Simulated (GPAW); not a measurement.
# KF (Carobbiite): G0W0 with GPAW, start to end, part 2 of 2

Wanted: ground state, empty states, screening and self-energy for KF (Carobbiite).

GPAW 26.7.0; PBE and many-body steps on it, plane waves. Known limits of the many-body steps: not at the basis limit.

So far. Step 3 (Bands along the symmetry lines): The gap is 6.182 eV, as in the run before at this level. Step 4 (Empty states on the mesh, 6×6×6 mesh, 577 bands): On this mesh the gap is 6.182 eV.

## (5) Screening and self-energy, 6×6×6 mesh, 263 bands, screening to 210 eV

Now the one-shot GW correction: screening in the RPA, then the self-energy of the levels asked for.

This step: G0W0 on PBE, plane waves, PAW.

run.py reads:

```python
import json
import numpy as np
from gpaw.mpi import world
from gpaw.response.g0w0 import G0W0

gw = G0W0('full.gpw',
    filename='gw',
    kpts=[0],
    bands=(6, 10),
    ecut=210,
    nbands=263,
    integrate_gamma='WS',
    ppa=True)
gw.calculate()
res = {mode: {k: v for k, v in r.items() if k != 'sigma_eskwn'}
       for mode, r in gw.all_results.items()}

if world.rank == 0:
    with open('result.json', 'w') as f:
        json.dump(res, f, default=lambda x: x.tolist())
```

The run is started by

```
mpirun -n 4 gpaw python run.py
```

Numbers of over 12 decimals in the logs are rounded to 6 here.

The log of the run:

```text
Using integrator: PointIntegrator
FrequencyGridDescriptor(from 0.000+0.000j to 0.000+27.211j eV, 2 points)
Nonperiodic BCs:  [False False False]
Using integrator: PointIntegrator
FrequencyGridDescriptor(from 0.000+0.000j to 0.000+27.211j eV, 2 points)
Nonperiodic BCs:  [False False False]
  ___  _ _ _
 |   || | | |
 | | || | | |
 |__ ||_____|
 |___|

BZ k-points: Symmetries present (total): 48

  [... matrices ...]
216 k-points: 6 x 6 x 6 Monkhorst-Pack grid + [1/12,1/12,1/12]
16 k-points in the irreducible part of the Brillouin zone
       k-points in crystal coordinates                weights
   0:     0.00000000    0.00000000    0.00000000          1/216
   1:     0.16666667    0.16666667    0.00000000          6/216
   2:     0.16666667    0.16666667    0.16666667          8/216
   3:     0.33333333    0.16666667    0.16666667         12/216
   4:     0.33333333    0.33333333   -0.33333333         12/216
   5:     0.33333333    0.33333333    0.00000000          6/216
   6:     0.33333333    0.33333333    0.16666667         24/216
   7:     0.33333333    0.33333333    0.33333333          8/216
   8:     0.50000000    0.33333333   -0.33333333         24/216
   9:     0.50000000    0.33333333   -0.16666667         12/216
          ...
  15:     0.50000000    0.50000000    0.50000000          4/216

Distributing spins, k-points and bands (1 x 1 x 4) over 4 processes
Number of blocks: 1

Quasi particle states:
k-points (IBZ indices): [0]
Band range: (6, 10)
  [... matrices ...]
Computational parameters:
Plane wave cut-off: 210 eV
Number of bands: 263
Coulomb cutoff: None
Broadening: 0.1 eV

fxc modes: GW
Kernel: RPA
Using Godby-Needs plasmon-pole approximation:
  Fitting energy: i*E0, E0 = 1.000 Hartree
Summing all q:

Calculating screened Coulomb potential
No Coulomb truncation
FrequencyGridDescriptor(from 0.000+0.000j to 0.000+27.211j eV, 2 points)
Removing empty qpoint cache files...

Calculating chi0 body with:
    Ground state adapter containing:
    Number of spins: 1
    Number of kpoints: 216
    Number of irreducible kpoints: 16
    Number of completely occupied states: 8
    Number of partially occupied states: 8
    Occupied states memory: 1.6875 M / cpu

    Linear response parametrization:
    q_c: [1.3877787807814457e-17, 1.3877787807814457e-17, 1.3877787807814457e-17]
    Number of frequency points: 2
    Planewave cutoff: 210.0
    Number of bands: 263
    Number of planewaves: 259
    Broadening (eta): 1e-06
    comm.size: 4
    kncomm.size: 4
    blockcomm.size: 1

    Memory estimate of potentially large arrays:
        chi0_wGG: 2.047150 M / cpu
Integrating chi0 body.

Symmetries of q_c:
    Direct symmetries (Uq -> q): 48
    Indirect symmetries (TUq -> q): 0
In total 48 allowed symmetries.

  [... matrices ...]
16 groups of equivalent kpoints. 92.592593% reduction.

Integral kind: response function
Integrating chi0 head and wings.

Symmetries of q_c:
    Direct symmetries (Uq -> q): 48
    Indirect symmetries (TUq -> q): 0
In total 48 allowed symmetries.

  [... matrices ...]
16 groups of equivalent kpoints. 92.592593% reduction.

Integral kind: response function wings

Calculating chi0 body with:
    Ground state adapter containing:
    Number of spins: 1
    Number of kpoints: 216
    Number of irreducible kpoints: 16
    Number of completely occupied states: 8
    Number of partially occupied states: 8
[... the further q-points ...]

Results:
f:      Occupation numbers
eps:     KS-eigenvalues [eV]
vxc:     KS vxc [eV]
exx:     Exact exchange [eV]
sigma:   Self-energies [eV]
dsigma:  Self-energy derivatives
Z:       Renormalization factors
qp:      QP-energies [eV]

k-point 0 (0): (0.000, 0.000, 0.000)                GW
band       f     eps     vxc     exx   sigma  dsigma       Z      qp
                                                                   GW
   6   1.000  -0.351 -23.011 -30.632   4.570  -0.245   0.803  -2.801
   7   1.000  -0.351 -23.011 -30.632   4.570  -0.245   0.803  -2.801
   8   0.000   5.830  -8.812  -4.829  -2.852  -0.112   0.899   6.847
   9   0.000  10.304 -11.318  -5.387  -3.167  -0.120   0.893  12.772
```

Elapsed: 6.4 min, on 4 MPI ranks of Intel Xeon Platinum 8375C at 2.90GHz (Ice Lake), shared host; peak memory 1.6 GiB.

This step gave:

```yaml
g0w0_gap_on_the_points_computed: 9.649 eV
least_direct_g0w0_gap_on_the_computed_points: 9.649 eV
z_at_the_valence_top: 0.8030
z_at_the_conduction_bottom: 0.8994
starting_gap_on_the_mesh: 6.182 eV
k_of_the_valence_top: 0, 0, 0
k_of_the_conduction_bottom: 0, 0, 0
```

The gap on the mesh goes from 6.18 eV to 9.65 eV, a correction of +3.47 eV.

Limits: finite bands, cutoff and mesh. v1 is the top filled band, c1 the lowest empty one. The levels before and after the correction (eV, zero at the valence-band top of each column):

|  | conduction bottom | valence top |
| --- | --- | --- |
| Kohn-Sham | 6.18 | 0.00 |
| G0W0 | 9.65 | 0.00 |

|  | level | energy (eV) |
| --- | --- | --- |
| Kohn-Sham | Γ v2-v1 | 0.000 |
| Kohn-Sham | Γ c1 | 6.182 |
| Kohn-Sham | Γ c2 | 10.655 |
| G0W0 | Γ v2-v1 | 0.000 |
| G0W0 | Γ c1 | 9.649 |
| G0W0 | Γ c2 | 15.573 |

## (6) Where the time went

Times are wall times on 4 MPI ranks of Intel Xeon Platinum 8375C at 2.90GHz (Ice Lake), shared host, good to a factor of about two.

| step | time | share | memory (GiB) |
| --- | --- | --- | --- |
| ground state | 8.7 s | 2 % | 0.66 |
| bands along the symmetry lines | 8 s | 2 % | 0.7 |
| empty states on the mesh | 17 s | 4 % | 1.4 |
| screening and self-energy | 6.4 min | 92 % | 1.6 |

## (7) What came out

```yaml
pbe_gap: 6.18 eV, direct
g0w0_gap_on_the_mesh: 9.65 eV
gw_settings: 6×6×6 mesh, 263 bands, screening to 210 eV, Godby-Needs plasmon pole
known_limits: not at the basis limit
```

What this shows: G0W0 moves the gap on the mesh from 6.18 eV to 9.65 eV (+3.47 eV), with Z of 0.80 and 0.90 at the edges. Only 1 of the mesh's irreducible points was corrected, so a valley elsewhere could overtake. The dearest step here is «screening and self-energy». Bands and cutoff are finite, so the gap is not at the basis limit. The miss can reach some tenths of an eV and take either sign; the mesh is an error of its own. These stock PAW sets were not made for GW. In the G0W0 run levels were corrected at 1 k point alone, so a gap called «on the mesh» is the least over those, and an edge elsewhere would be missed.

[Paths, hosts, dates, memory and timing lines, banners, echoed tables and standing remarks are left out of the program output.]

[Logs are printed without paths, hosts, clocks, repeated set-up lines and the standing remarks that a program may print on its own settings, such as how far it seeks lower states.]

[Runs of the session that timed out or met a known fault of the program may be left out.]

[Hosts, paths, dates, database ids (printed as entryN), source tags and the programs' standing remarks are cut or masked in the printed files.]
